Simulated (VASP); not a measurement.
A calculation with VASP 6.6.1 of TiTe (ASE script, Cartesian positions):

Contents of run.py:

```python
from ase.calculators.vasp import Vasp
from ase.dft.bandgap import bandgap
from ase.io import read

atoms = read('TiTe.xyz')
calc = Vasp(
    directory='calc',
    xc='lda',
    pp='LDA',
    setups='gw',
    prec='Accurate',
    encut=550,
    ediff=1e-06,
    ismear=0,
    sigma=0.1,
    lreal=False,
    lasph=True,
    nelm=100,
    algo='Normal',
    isif=2,
    lwave=False,
    lcharg=False,
    kpts=[8, 8, 4],
    gamma=True,
    nbands=26,
)
atoms.calc = calc

print('energy (eV):', atoms.get_potential_energy())
print('free energy (eV):', atoms.get_potential_energy(force_consistent=True))
print('forces (eV/A):')
print(atoms.get_forces())
print('stress (eV/A^3, Voigt):', atoms.get_stress())
print('Fermi level (eV):', calc.get_fermi_level())
gap, top, bottom = bandgap(calc)
print('band gap (eV):', gap, 'from (spin, k, band)', top, 'to', bottom)
```

Contents of TiTe.xyz:

```xyz
4
Lattice="3.8420000000 0.0000000000 0.0000000000 -1.9210000000 3.3272696013 0.0000000000 0.0000000000 0.0000000000 6.4030000000" Properties=species:S:1:pos:R:3 pbc="T T T"
Te     1.9210000002      1.1090898670      4.8022500000
Te    -0.0000000002      2.2181797343      1.6007500000
Ti     0.0000000000      0.0000000000      3.2015000000
Ti     0.0000000000      0.0000000000      0.0000000000
```

Potentials or basis: VASP PAW LDA potentials, release 64 (Te_GW, Ti_sv_GW).

Launch:

```bash
$ python run.py
```

Task: Write the same calculation in another form: native input, structure from a POSCAR.

Result: As run:

The input INCAR:

```
SYSTEM = TiTe
ALGO = Normal ; EDIFF = 1E-7
ENCUT = 550 ; ISIF = 2
ISMEAR = 0 ; LASPH = .True.
LCHARG = .False. ; LREAL = .False.
LWAVE = .False. ; NELM = 100
PREC = Accurate ; SIGMA = 0.1
```

KPOINTS

```
k-points
0
Gamma
  8 8 4
  0 0 0
```

POSCAR

```
TiTe
1.0
    3.8420000000      0.0000000000      0.0000000000
   -1.9210000000      3.3272696013      0.0000000000
    0.0000000000      0.0000000000      6.4030000000
Te Ti
2 2
Direct
    0.6666666667      0.3333333333      0.7500000000
    0.3333333333      0.6666666667      0.2500000000
    0.0000000000      0.0000000000      0.5000000000
    0.0000000000      0.0000000000      0.0000000000
```

Potentials or basis: VASP PAW LDA potentials, release 64 (Te_GW, Ti_sv_GW).

Launch:

```console
$ cat potpaw_LDA.64/Te_GW/POTCAR potpaw_LDA.64/Ti_sv_GW/POTCAR > POTCAR
$ mpirun -np 1 vasp_std > vasp.out
```

Both were run:

|  | ASE script, Cartesian positions | native input, structure from a POSCAR |
| --- | --- | --- |
| Pressure | 0.1 GPa | 0.1 GPa |
| Band gap on the k mesh | none (metal or under the smearing width) | none (metal or under the smearing width) |

Keys that steer only the numerical path or the files written may differ.
